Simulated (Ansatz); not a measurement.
Run this with Ansatz 0.2.0, Python API and show what comes out.

`run_push.py`:
```python
import ansatz
import numpy as np
from pymatgen.core import Lattice, Structure
from pymatgen.io.ase import AseAtomsAdaptor


def main() -> None:
    pmg_structure = Structure(
        Lattice([[2.444, 0.0, 0.0], [-1.222, 2.116566, 0.0], [0.0, 0.0, 4.152]]),
        ['Si', 'Si'],
        [
            [1 / 3, 2 / 3, 0.25],
            [2 / 3, 1 / 3, 0.75],
        ],
    )
    crystal = ansatz.Crystal.from_ase(AseAtomsAdaptor.get_atoms(pmg_structure))

    inverse = np.linalg.inv(np.array(crystal.lattice.vectors))
    home = np.array(crystal.sites[0].position)
    values = np.linspace(-0.1, 0.1, 5)
    energies, pulls = [], []
    for shift in values:
        moved = crystal.move(0, to=home + shift * inverse[1])
        model = (
            moved.calculation()
            .kpoints(13, 13, 7)
            .pseudopotentials('paw')
            .occupations(ansatz.OccupationsMethod.FERMI_DIRAC, width=0.15)
            .forces()
        )
        r = model.run(threads=1, backend='cpu').report
        energies.append(r['free_energy_ev'])
        pulls.append(r['forces_ev_ang'][0][1])

    print('shift (A)   dE (eV)   force along y (eV/A)')
    for shift, e, f in zip(values, energies, pulls):
        print(f'{shift:8.3f} {e - energies[2]:10.5f} {f:12.4f}')
    print(f'stiffness from energies {2 * np.polyfit(values, energies, 2)[0]:.3f}, from forces {-np.polyfit(values, pulls, 1)[0]:.3f} eV/A^2')


if __name__ == '__main__':
    main()
```

Output of `python run_push.py`:
```text
DeckWarning: basis.ecutwfc = 420 eV, auto-derived from the records' recommended cutoffs: set by Si (normal level)
shift (A)   dE (eV)   force along y (eV/A)
  -0.100    0.00436       0.0836
  -0.050    0.00113       0.0444
   0.000    0.00000      -0.0000
   0.050    0.00121      -0.0490
   0.100    0.00498      -0.1025
stiffness from energies 0.933, from forces 0.931 eV/A^2
```
(Warnings from the package without file and line.)

The curvature of the energy gives 0.933 eV/Å² and the slope of the force 0.931 eV/Å², a positive curvature.

Reading the output:
- The mesh is modest for a metal, so energies can be off by several to tens of meV an atom and pressures by half a GPa or more; differences at equal mesh fare better.
- In a metal a curvature from energy changes of a few meV or less hangs on mesh and smearing, in size and even in sign.
- No functional is typed, so the default, PBE, holds.
- This isn't the structure that Si takes at ambient conditions.
- All periodic images of the atom move with it, so the curvature is one diagonal element of the zone-centre force constants and no normal mode; a positive value doesn't exclude soft modes in which several atoms move.
- Timing: 9.4 s on 1 thread of Arm Neoverse V1 (shared host), peak memory 0.43 GiB.
